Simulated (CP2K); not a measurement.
WC:

```
CELL_PARAMETERS angstrom
3.25567 0.00000 0.00000
1.62784 2.81950 0.00000
1.62784 0.93983 2.65825
ATOMIC_POSITIONS crystal
W 0.00000 0.00000 0.00000
C 0.75000 0.75000 0.75000
```

The cell was built by a generator and needn't be a form met in nature.

Base run:

| Item | Value |
| --- | --- |
| Program | CP2K 2026.2 |
| Functional | PBE |
| Potentials or basis | POTENTIAL_UZH W GTH-SCAN-q14, C GTH-SCAN-q4; DZVP-MOLOPT-SR-GTH basis |
| Density cutoff | 6123 eV |
| k mesh | 10 × 10 × 10 |
| Occupations | fermi-dirac, width 0.05 eV |
| Spin | no spin polarisation |

Its results: band gap on the k mesh none (metal or under the smearing width); pressure 11.5 GPa.

Problem. After a change of settings the same cell gave: band gap on the k mesh none (metal or under the smearing width); pressure -10.9 GPa. Which change was it?
A. potentials or basis from POTENTIAL_UZH W GTH-SCAN-q14, C GTH-SCAN-q4; DZVP-MOLOPT-SR-GTH basis to GTH_POTENTIALS W GTH-BLYP-q14, C GTH-BLYP-q4; DZVP-MOLOPT-SR-GTH basis; potentials from W GTH-SCAN-q14 of POTENTIAL_UZH, C GTH-SCAN-q4 of POTENTIAL_UZH to W GTH-BLYP-q14 of GTH_POTENTIALS, C GTH-BLYP-q4 of GTH_POTENTIALS
B. potentials or basis from POTENTIAL_UZH W GTH-SCAN-q14, C GTH-SCAN-q4; DZVP-MOLOPT-SR-GTH basis to POTENTIAL_UZH W GTH-PBE0-q14, C GTH-PBE0-q4; DZVP-MOLOPT-SR-GTH basis; potentials from W GTH-SCAN-q14 of POTENTIAL_UZH, C GTH-SCAN-q4 of POTENTIAL_UZH to W GTH-PBE0-q14 of POTENTIAL_UZH, C GTH-PBE0-q4 of POTENTIAL_UZH
C. potentials or basis from POTENTIAL_UZH W GTH-SCAN-q14, C GTH-SCAN-q4; DZVP-MOLOPT-SR-GTH basis to GTH_POTENTIALS W GTH-PADE-q14, C GTH-PADE-q4; DZVP-MOLOPT-SR-GTH basis; potentials from W GTH-SCAN-q14 of POTENTIAL_UZH, C GTH-SCAN-q4 of POTENTIAL_UZH to W GTH-PADE-q14 of GTH_POTENTIALS, C GTH-PADE-q4 of GTH_POTENTIALS
D. potentials or basis from POTENTIAL_UZH W GTH-SCAN-q14, C GTH-SCAN-q4; DZVP-MOLOPT-SR-GTH basis to GTH_POTENTIALS W GTH-PBE-q14, C GTH-PBE-q4; DZVP-MOLOPT-SR-GTH basis; potentials from W GTH-SCAN-q14 of POTENTIAL_UZH, C GTH-SCAN-q4 of POTENTIAL_UZH to W GTH-PBE-q14 of GTH_POTENTIALS, C GTH-PBE-q4 of GTH_POTENTIALS

Solution. C.

Caveats: the potentials were made for another functional, which shifts forces and pressure; the basis of atomic orbitals isn't converged, which shifts pressures, moduli and gaps.

Not every run made on this cell is shown here.
